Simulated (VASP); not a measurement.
A run of VASP 6.6.1 is set up as follows.

File INCAR:

```
  PREC = Accurate
  ENCUT = 520
  EDIFF = 1E-7
  ISMEAR = 0
  SIGMA = 0.1
  LREAL = F
  LASPH = T
  NELM = 120
  ALGO = Normal
  ISIF = 3
  LWAVE = F
  LCHARG = F
  GGA = PE
  IBRION = 2
  NSW = 60
  EDIFFG = -0.005
  POTIM = 0.3
```

File KPOINTS:

```
Automatic mesh
0
Gamma
  12 12 12
```

Contents of POSCAR:

```
GaSb                                    
1.0
   -0.0000000000      3.1085159917      3.1085159917
    3.1085159917      0.0000000000      3.1085159917
    3.1085159917      3.1085159917     -0.0000000000
  Ga              Sb            
     1     1
Direct
     0.0000000000000000    0.0000000000000000    0.0000000000000000
     0.7500000000000000    0.7500000000000000    0.7500000000000000
```

Potentials or basis: VASP PAW PBE potentials, release 64 (Ga_d, Sb).

Command:

```console
$ cat potpaw_PBE.64/Ga_d/POTCAR potpaw_PBE.64/Sb/POTCAR > POTCAR
$ mpirun -np 1 vasp_std > vasp.out
```

Q: Estimate the band gap on the k mesh.

A: None (metal or under the smearing width).

Final structure:
```
CELL_PARAMETERS angstrom
0.00000 3.10852 3.10852
3.10852 0.00000 3.10852
3.10852 3.10852 0.00000
ATOMIC_POSITIONS crystal
Ga 0.00000 0.00000 0.00000
Sb 0.75000 0.75000 0.75000
```

Caveat: the relaxation stopped at its first step, so nothing moved; this crystal is a semiconductor, whose small gap the functional closes, so the metal is an error of the method. Spin-orbit coupling is left out, which matters for the levels of Sb.
